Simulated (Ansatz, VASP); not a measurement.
# ZrC in VASP and in Ansatz

File INCAR:

```
SYSTEM = ZrC
PREC = Accurate ; ENCUT = 520
EDIFF = 1E-7 ; ISMEAR = 0
SIGMA = 0.1 ; LREAL = .FALSE.
LASPH = .TRUE. ; NELM = 100
ALGO = Normal ; ISIF = 2
LWAVE = .FALSE. ; LCHARG = .FALSE.
GGA = PE ; NBANDS = 24
```

KPOINTS

```
Automatic mesh
0
G
  2 2 1
  0 0 0
```

File POSCAR:

```
ZrC
1.0
    3.3610163770      0.0225336783     -0.0297603838
   -1.6609934507      2.8995745932      0.0295385661
   -0.0464204950      0.0264013670      5.3327853363
Zr C
2 2
Direct
    0.3369645723      0.6759919446      0.2460342711
    0.6890409237      0.3277515126      0.7461068543
    0.0336259924      0.0176998178     -0.0007423614
    0.0184618993      0.0045035743      0.4908744823
```

Input for Ansatz:

```yaml
crystal:
  lattice:
    - [3.361016377, 0.0225336783, -0.0297603838]
    - [-1.6609934507, 2.8995745932, 0.0295385661]
    - [-0.046420495, 0.026401367, 5.3327853363]
  atoms:
    - { symbol: Zr, position: [0.3369645723, 0.6759919446, 0.2460342711] }
    - { symbol: Zr, position: [0.6890409237, 0.3277515126, 0.7461068543] }
    - { symbol: C, position: [0.0336259924, 0.0176998178, -0.0007423614] }
    - { symbol: C, position: [0.0184618993, 0.0045035743, 0.4908744823] }
basis:
  ecutwfc: 420
kpoints:
  mp_grid: { grid: [2, 2, 1] }
hamiltonian:
  xc: pbe
scf:
  occupations: { method: gaussian, width: 0.1 }
output:
  forces: true
  stress: true
  eigenvalues: true
```

Change from the starting cell: kmesh displaced: [2, 2, 1] Gamma-centred.

Alike in both runs: task single point; functional PBE; k mesh 2 × 2 × 1; occupations gaussian, width 0.1 eV; no spin polarisation.

|  | VASP | Ansatz |
| --- | --- | --- |
| version | VASP 6.6.1 | Ansatz 0.2.0 |
| potentials or method | VASP PAW PBE potentials, release 64 (Zr_sv, C) | scalar-relativistic, plane waves, PAW |
| plane-wave cutoff (eV) | 520 | 420 |
| valence electrons in the cell | 32 | 32 |

Ansatz gave:

```
gap on the k mesh at the Fermi level (eV)       : 0.28
least direct gap on the mesh (eV)               : 0.34
pressure (GPa)                                  : 2.6
largest component of the traceless stress (GPa) : 25.93
rms of the force components (eV/Å)              : 0.304
```

Q: Which values does VASP return?

A: gap on the k mesh at the Fermi level (eV): 0.28; least direct gap on the mesh (eV): 0.34; pressure (GPa): 2.8; largest component of the traceless stress (GPa): 25.96; rms of the force components (eV/Å): 0.306.

Atom by atom the forces differ by 0.002 eV/Å (rms over components). With one functional, cell and mesh, what is left measures potentials, basis and numerics.

Caveats: the k mesh is coarse (spacing up to 1.18 Å⁻¹), so the values aren't converged; an odd mesh through Γ misses points on the zone boundary, where band edges often lie.
